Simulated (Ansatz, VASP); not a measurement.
# Two plane-wave programs on GaAs

```
As Ga
1.0
     0.00000    2.82685    2.82685
     2.82685    0.00000    2.82685
     2.82685    2.82685    0.00000
As Ga
1 1
Direct
  0.75000 0.75000 0.75000
  0.00000 0.00000 0.00000
```

Alike in both runs: task single point; functional PBE; k mesh 8 × 8 × 8; occupations gaussian, width 0.028 eV; no spin polarisation.

|  | VASP | Ansatz |
| --- | --- | --- |
| version | VASP 6.6.1 | Ansatz 0.2.0 |
| potentials or method | VASP PAW PBE potentials, release 64 (As, Ga_d) | Ansatz PAW |
| plane-wave cutoff (eV) | 520 | 420 |
| valence electrons in the cell | 18 | 28 |

Ansatz gave:

```
gap on the k mesh at the Fermi level (eV) : 0.52
least direct gap on the mesh (eV)         : 0.52
pressure (GPa)                            : 3.3
```

Task: What did VASP give for the same quantities?

Result: gap on the k mesh at the Fermi level (eV): 0.52; least direct gap on the mesh (eV): 0.52; pressure (GPa): 3.5.

The functional is the same, so the differences come from potentials, cutoffs and numerics. The two sets of potentials don't hold the same shells in valence.

A k mesh can miss the band edges.
